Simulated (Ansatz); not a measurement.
**CdF2 under changes of volume**

One of the cells (13.035 Å³/atom); the others are scaled copies at fixed shape and fractional positions:

```xyz
3
Lattice="0.0000 2.6940 2.6940 2.6940 0.0000 2.6940 2.6940 2.6940 0.0000" Properties=species:S:1:pos:R:3 pbc="T T T"
Cd    0.0000    0.0000    0.0000
F     4.0410    4.0410    4.0410
F     1.3470    1.3470    1.3470
```

- Program: Ansatz 0.2.0
- Functional: PBEsol
- Potentials or basis: all-electron LAPW, scalar-relativistic
- Cutoff: 293 eV (chosen from the basis error)
- Basis error allowed: 0.002 eV/atom
- k mesh: 9 × 9 × 9
- Occupations: fermi-dirac, width 0.05 eV
- Spin: no spin polarisation

```tsv
volume (Å³/atom)	energy over the lowest point (meV/atom)	pressure (GPa)	gap on the mesh (eV)
12.253	16.56	7.5	3.17
12.513	6.78	4.6	3.10
12.774	?	?	?
13.035	0.00	-0.2	2.96
13.295	2.08	-2.3	2.89
13.556	7.27	-4.1	2.82
13.817	15.22	-5.7	2.76
```

What does the run at 12.774 Å³/atom give?

Energy over the lowest point 1.42 meV/atom; pressure 2.0 GPa; gap on the mesh 3.03 eV.

Worked out: A Birch-Murnaghan fit of order 3 (a polynomial in V^(-2/3)) to the other rows has its minimum at 13.00 Å³/atom with B0 = V·E''(V) = 109 GPa and B' = 5.0. It gives 1.41 meV/atom at 12.774 Å³/atom, against the run's 1.42, and -dE/dV = 2.0 GPa, against 2.0. A straight line through the other rows of the gap, of slope -3.44 eV per unit of ln V, gives 3.03 eV, against the run's 3.03.

Energies are extrapolated to zero smearing.

Caveats: an odd mesh through Γ misses points on the zone boundary, where band edges often lie. Spin-orbit coupling on Cd is left out.

The runs don't all hold the same shells in valence.
